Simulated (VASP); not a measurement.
## A VASP 6.6.1 single-point calculation on MgSe

INCAR

```
SIGMA = 0.02
NSW = 0
LASPH = .TRUE.
NELM = 96
NBANDS = 11
ISMEAR = -1
PREC = Accurate
GGA = PE
LCHARG = .FALSE.
LWAVE = .FALSE.
ENCUT = 520
ISIF = 2
EDIFF = 1E-7
LREAL = Auto
IBRION = -1
```

KPOINTS

```
KPOINTS created by Atomic Simulation Environment
0
Gamma
8 8 8
0 0 0
```

POSCAR

```
Mg Se
 1.0000000000000000
    -0.0321055607000000    2.7041638154999998    2.7041638154999998
     2.7041638154999998   -0.0321055607000000    2.7041638154999998
     2.7041638154999998    2.7041638154999998   -0.0321055607000000
 Mg  Se
   1   1
Cartesian
  0.0000000000000000  0.0000000000000000  0.0000000000000000
  2.6881110351500004  2.6881110351500004  2.6881110351500004
```

The recommended PBE PAW datasets give the neutral cell 8 valence electrons.

Command

```
mpirun -np 1 vasp_std
```

OSZICAR

```
N       E                     dE             d eps       ncg     rms          rms(c)
DAV:   1     0.233011372998E+02    0.23301E+02   -0.34676E+03  1502   0.591E+02
DAV:   2    -0.622708495628E+01   -0.29528E+02   -0.27799E+02  1746   0.930E+01
DAV:   3    -0.776854404250E+01   -0.15415E+01   -0.15385E+01  1781   0.231E+01
DAV:   4    -0.777626051141E+01   -0.77165E-02   -0.77161E-02  1586   0.193E+00
DAV:   5    -0.777630509664E+01   -0.44585E-04   -0.44585E-04  1728   0.150E-01    0.299E+00
DAV:   6    -0.752111585239E+01    0.25519E+00   -0.44374E-01  1574   0.251E+00    0.190E+00
DAV:   7    -0.747893009476E+01    0.42186E-01   -0.20566E-01  1661   0.183E+00    0.947E-01
DAV:   8    -0.747858165000E+01    0.34844E-03   -0.96828E-03  1589   0.522E-01    0.253E-01
DAV:   9    -0.747848562883E+01    0.96021E-04   -0.29004E-04  1592   0.911E-02    0.116E-01
DAV:  10    -0.747849709895E+01   -0.11470E-04   -0.12876E-04  1634   0.491E-02    0.236E-02
DAV:  11    -0.747849397412E+01    0.31248E-05   -0.18938E-05  1640   0.175E-02    0.553E-03
DAV:  12    -0.747849419751E+01   -0.22339E-06   -0.66348E-07  1655   0.475E-03    0.138E-03
DAV:  13    -0.747849417344E+01    0.24067E-07   -0.69834E-09   847   0.511E-04
   1 F= -.74784942E+01 E0= -.74784942E+01  d E =-.262408E-12
```

Standard output (part)

```
POSCAR found type information on POSCAR MgSe
 POSCAR found :  2 types and       2 ions
|     You have a (more or less) 'small supercell' and for smaller cells       |
|     it is recommended to use the reciprocal-space projection scheme!        |
|     The real-space optimization is not efficient for small cells and it     |
|     is also less accurate ...                                               |
|     Therefore, set LREAL=.FALSE. in the INCAR file.                         |
 LDA part: xc-table for (Slater+PW92), standard interpolation
 POSCAR, INCAR and KPOINTS ok, starting setup
 WAVECAR not read
 entering main loop
```

From OUTCAR

```
k-points           NKPTS =     65   k-points in BZ     NKDIM =     65   number of bands    NBANDS=     11

   NELECT =       8.0000    total number of electrons

   dimension x,y,z NGX =    28 NGY =   28 NGZ =   28
   dimension x,y,z NGXF=    56 NGYF=   56 NGZF=   56

  energy-cutoff  :      520.00
  volume of cell :       40.25
      direct lattice vectors                 reciprocal lattice vectors
    -0.032105561  2.704163815  2.704163815    -0.181639322  0.183821772  0.183821772
     2.704163815 -0.032105561  2.704163815     0.183821772 -0.181639322  0.183821772
     2.704163815  2.704163815 -0.032105561     0.183821772  0.183821772 -0.181639322

 k-points in reciprocal lattice and weights: KPOINTS created by Atomic Simulation Env
   0.00000000  0.00000000  0.00000000       0.002
   0.12500000  0.00000000  0.00000000       0.012
   0.25000000  0.00000000  0.00000000       0.012
   0.37500000  0.00000000  0.00000000       0.012
   0.50000000  0.00000000  0.00000000       0.006
   0.12500000  0.12500000  0.00000000       0.012
   0.25000000  0.12500000 -0.00000000       0.023
   0.37500000  0.12500000  0.00000000       0.023
   ...

 E-fermi :   3.8460

 k-point     1 :       0.0000    0.0000    0.0000
  band No.  band energies     occupation
      1      -9.6983      2.00000
      2       3.2236      2.00000
      3       3.2236      2.00000
      4       3.3920      2.00000
      5       5.9105      0.00000
      6      10.5920      0.00000
      7      10.5920      0.00000
      8      10.8935      0.00000
      9      13.2633      0.00000
     10      13.2633      0.00000
     11      14.2389      0.00000

 k-point     2 :       0.1250    0.0000    0.0000
  band No.  band energies     occupation
      1      -9.5654      2.00000
      2       2.0217      2.00000
      3       3.1283      2.00000
      4       3.2687      2.00000
      5       6.8792      0.00000
      6      10.3372      0.00000
      7      10.8338      0.00000
      8      11.0695      0.00000
      9      12.2257      0.00000
     10      12.3308      0.00000
     11      14.1130      0.00000

 k-point     3 :       0.2500    0.0000    0.0000
  band No.  band energies     occupation
      1      -9.2091      2.00000
      2       0.2186      2.00000
      3       2.9218      2.00000
      4       3.0392      2.00000
      5       7.4446      0.00000
      6      10.3337      0.00000
      7      10.4594      0.00000
      8      11.0422      0.00000
      9      12.7433      0.00000
     10      13.0309      0.00000
     11      13.3502      0.00000

 k-point     4 :       0.3750    0.0000    0.0000
  band No.  band energies     occupation
      1      -8.7827      2.00000
      2      -1.1802      2.00000
      3       2.7416      2.00000
      4       2.8394      2.00000
      5       7.2607      0.00000
      6       9.6174      0.00000
      7       9.7557      0.00000
      8      12.0463      0.00000
      9      13.5941      0.00000
     10      14.6381      0.00000
     11      14.9983      0.00000

 k-point     5 :       0.5000    0.0000    0.0000
  band No.  band energies     occupation
      1      -8.5758      2.00000
      2      -1.7236      2.00000
      3       2.6731      2.00000
      4       2.7633      2.00000
      5       7.1487      0.00000
      6       9.3604      0.00000
      7       9.5068      0.00000
      8      11.9875      0.00000
      9      14.7125      0.00000
     10      16.9813      0.00000
     11      17.3628      0.00000

 ...

  Total        0.5983714      0.5983714      0.5983714      0.1303240      0.1303240      0.1303240
  in kB       23.8169685     23.8169685     23.8169685      5.1872858      5.1872858      5.1872858
  external PRESSURE =      23.8169685 kB  Pullay stress =       0.0000000 kB

 POSITION                                       TOTAL-FORCE (eV/Angst)
 -----------------------------------------------------------------------------------
      0.00000      0.00000      0.00000        -0.000000      0.000000     -0.000000
      2.68811      2.68811      2.68811         0.000000     -0.000000      0.000000
 -----------------------------------------------------------------------------------
    total drift:                                0.000000      0.000000      0.000000

  FREE ENERGIE OF THE ION-ELECTRON SYSTEM (eV)
  ---------------------------------------------------
  free  energy   TOTEN  =        -7.4784941734 eV

  energy  without entropy=       -7.4784941734  energy(sigma->0) =       -7.47849417
```

It converged. Results: gap between bands v and c on the k mesh 1.70 eV; least direct gap on the k mesh 2.52 eV; pressure 2.4 GPa. Band v is the last that the valence electrons fill when counted band by band, and c is the next.

For comparison, a separate PBE run of the intended cell, on usual settings and not on those above, gives a gap of 1.70 eV on its mesh and a pressure of 2.3 GPa.

The run above took about 37 s on one core of a shared host (Intel Xeon Platinum 8488C) and held 0.17 GiB at most.
